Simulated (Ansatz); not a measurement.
# NbN: the cost of one run

Computed with Ansatz 0.2.0 (DFT LDA, scalar-relativistic, plane waves, PAW, unless a step's input says otherwise).

4 further runs of the same task are left out: 1 that didn't finish, 3 set aside as unsound or not needed.

### 1 The structure to begin with

The structure is cubic, space group Fm-3m (No. 225). The conventional cell has a = 4.357 Å, b = 4.357 Å, c = 4.357 Å, α = 90.00°, β = 90.00°, γ = 90.00°. Around Nb (site symmetry m-3m) lie 6 N at 2.18 Å. N (site symmetry m-3m) has 6 Nb at 2.18 Å as nearest neighbours.

Coordinates:

```xyz
2
Lattice="0.0000 2.1785 2.1785 2.1785 0.0000 2.1785 2.1785 2.1785 0.0000" Properties=species:S:1:pos:R:3 pbc="T T T"
Nb    2.1785    2.1785    2.1785
N     0.0000    0.0000    0.0000
```

It is the result of an earlier relaxation at this level (volume 10.34 Å³/atom; gap on the mesh: none (metal)).

### 2 The cell under 5 GPa

At a set pressure the run lowers the enthalpy E + PV, so the energy alone may rise along the way.

The input, input.yaml:

```yaml
crystal:
  lattice:
    - [0.0, 2.1785468751, 2.1785468751]
    - [2.1785468751, 0.0, 2.1785468751]
    - [2.1785468751, 2.1785468751, 0.0]
  atoms:
    - { symbol: Nb, position: [0.5, 0.5, 0.5] }
    - { symbol: "N", position: [0.0, 0.0, 0.0] }
basis:
  ecutwfc: 420
kpoints:
  mp_grid: { grid: [16, 16, 16] }
hamiltonian:
  xc: lda
scf:
  occupations: { method: fermi_dirac, width: 0.15 }
output:
  forces: true
  stress: true
  eigenvalues: true
relax:
  adjacent_minimum: "off"
  f_tol: 0.001
  max_steps: 60
  cell: { stress_tol: 0.02, p_target: 5.0 }
```

Launch:

```sh
$ ansatz run input.yaml --threads 1 --pin off --max-ram 3072MiB --backend cpu --events-out ev --progress --plain --runs-dir out
```

What time and memory should one allow on 1 thread of Intel Xeon 6975P-C (Granite Rapids), shared host?

About 10 s, with a peak of 0.38 GiB.
